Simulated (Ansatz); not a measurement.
The system is I.

```
I
1.0
     3.63503   -2.39502    0.00000
     3.63503    2.39502    0.00000
     0.00000    0.00000    9.79344
I
4
Direct
  0.64930 0.35070 0.38440
  0.14930 0.85070 0.11560
  0.35070 0.64930 0.61560
  0.85070 0.14930 0.88440
```

Base run:

* Program: Ansatz 0.2.0
* Functional: PBE
* Potentials or basis: Ansatz PAW
* Cutoff: 420 eV (not typed: the program's choice for these potentials)
* k mesh: 5 × 5 × 3
* Occupations: fermi-dirac, width 0.05 eV
* Spin: spin-orbit coupling, no magnetisation

Its results: band gap on the k mesh 1.11 eV, indirect (least direct gap 1.28 eV); pressure 2.1 GPa; largest force 1.001 eV/Å.

Problem. The run is repeated on the same cell with these changes: functional from PBE to PBEsol. What comes out?

Solution. Band gap on the k mesh 1.07 eV, indirect (least direct gap 1.23 eV); pressure 0.4 GPa; largest force 0.906 eV/Å.

PBEsol binds more tightly than PBE, so the same cell stands under less pressure.

Caveats: the k mesh misses the band edges, so the gap on the mesh is wider than the one along the path; forces of over 1 eV/Å show positions far from the minimum, so gaps and moduli don't describe the material at rest (some runs); the PAW data sets come from PBE, with cores solved anew for the run's functional, which leaves a small shift of forces and pressure (some runs).
